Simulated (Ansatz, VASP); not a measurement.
## Two plane-wave programs on K

Contents of INCAR:

```
PREC = Accurate ; ENCUT = 600
EDIFF = 1E-7 ; ISMEAR = -1
SIGMA = 0.05 ; LREAL = F
LASPH = T ; NELM = 80
ALGO = Fast ; ISIF = 3
LWAVE = F ; LCHARG = F
GGA = PS ; IVDW = 13
IBRION = 2 ; NSW = 60
EDIFFG = -0.01
```

The input KPOINTS:

```
regular mesh
0
Gamma
  7 7 7
```

File POSCAR:

```
K
1.0
   -2.6975585167      2.6975585167      2.6975585167
    2.6975585167     -2.6975585167      2.6975585167
    2.6975585167      2.6975585167     -2.6975585167
K
1
Direct
    0.0000000000      0.0000000000      0.0000000000
```

input.yaml

```yaml
crystal:
  lattice:
    - [-2.6975585167, 2.6975585167, 2.6975585167]
    - [2.6975585167, -2.6975585167, 2.6975585167]
    - [2.6975585167, 2.6975585167, -2.6975585167]
  atoms:
    - { symbol: K, position: [0.0, 0.0, 0.0] }
hamiltonian:
  xc: pbesol
  pseudopotentials: { kind: paw }
  dispersion: d4
kpoints:
  mp_grid: { grid: [7, 7, 7] }
scf:
  occupations: { method: fermi_dirac, width: 0.05 }
output:
  forces: true
  stress: true
  eigenvalues: true
relax:
  f_tol: 0.01
  max_steps: 40
  cell: { stress_tol: 0.05 }
```

Alike in both runs: task relaxation of cell and atoms; functional PBEsol; dispersion D4; k mesh 7 × 7 × 7; occupations fermi-dirac, width 0.05 eV; no spin polarisation.

```csv
,VASP,Ansatz
version,VASP 6.6.1,Ansatz 0.2.0
potentials or method,"VASP PAW PBE potentials, release 64 (K_sv)",Ansatz PAW
plane-wave cutoff (eV),600,420
valence electrons in the cell,9,9
```

Ansatz gave:

| Property | Result |
| --- | --- |
| gap on the k mesh at the Fermi level, each at its own relaxed structure (eV) | none |
| relaxed volume (Å³/atom) | 69.99 |
| relaxed cell length with the largest relative difference (Å) | 4.497 |
| energy change over the relaxation (meV/atom) | -12 |

Problem. Which values does VASP return?

Solution. gap on the k mesh at the Fermi level, each at its own relaxed structure (eV): none; relaxed volume (Å³/atom): 69.95; relaxed cell length with the largest relative difference (Å): 4.496; energy change over the relaxation (meV/atom): -12.

A gap of «none» marks a metal or a gap that the smearing closes.

Caveats: pairwise dispersion overbinds metals, which lowers pressure and volume; the PAW data sets were made with another functional, which shifts forces and pressure a little (VASP); the plane-wave basis is chosen anew once the cell has moved, so the energies of steps on either side of that aren't comparable (Ansatz); the PAW data sets come from PBE, with cores solved anew for the run's functional, which leaves a small shift of forces and pressure (Ansatz).
